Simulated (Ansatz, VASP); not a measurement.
**Tl in VASP and in Ansatz**

The input INCAR:

```
SYSTEM = Tl
PREC = Accurate
ENCUT = 520
EDIFF = 1E-6
ISMEAR = -1
SIGMA = 0.08
LREAL = .FALSE.
LASPH = .TRUE.
NELM = 60
ALGO = Normal
ISIF = 2
LWAVE = .FALSE.
LCHARG = .TRUE.
GGA = PE
LELF = .TRUE.
LVHAR = .TRUE.
NBANDS = 12
```

The input KPOINTS:

```
Automatic mesh
0
G
  12 12 12
  0 0 0
```

POSCAR

```
Tl
1.0
    2.5807992469      0.0000000000      0.0000000000
    0.0000000000      2.5807992469      0.0000000000
    0.0000000000      0.0000000000      2.5807992469
Tl
1
Direct
    0.0000000000      0.0000000000      0.0000000000
```

Input for Ansatz:

```yaml
crystal:
  lattice:
    - [2.5807992469, 0.0, 0.0]
    - [0.0, 2.5807992469, 0.0]
    - [0.0, 0.0, 2.5807992469]
  atoms:
    - { symbol: Tl, position: [0.0, 0.0, 0.0] }
kpoints:
  mp_grid: { grid: [12, 12, 12] }
scf:
  occupations: { method: fermi_dirac, width: 0.08 }
hamiltonian:
  xc: pbe
  pseudopotentials: { kind: all_electron, lapw: { basis_error: 0.001 } }
output:
  forces: true
  stress: true
  eigenvalues: true
  populations: true
```

Change from the starting cell: volume scaled by 0.5, LAPW.

Alike in both runs: task single point; functional PBE; k mesh 12 × 12 × 12; occupations fermi-dirac, width 0.08 eV; no spin polarisation.

|  | VASP | Ansatz |
| --- | --- | --- |
| version | VASP 6.6.1 | Ansatz 0.2.0 |
| potentials or method | VASP PAW PBE potentials, release 64 (Tl_d) | all-electron LAPW, scalar-relativistic |
| plane-wave cutoff (eV) | 520 | see its input |

|  | VASP | Ansatz | Ansatz less VASP |
| --- | --- | --- | --- |
| pressure (GPa) | 101.8 | 101.7 | -0.09 |

Ansatz ran all-electron here, so the differences hold the error of VASP's frozen core and of both bases.

Caveats: the cell as given lies far from equilibrium; so large a pressure means that the cell lies far from this level's equilibrium, or that cutoff or potentials fall short (VASP). The runs have no spin-orbit coupling, so splittings on Tl are missing.
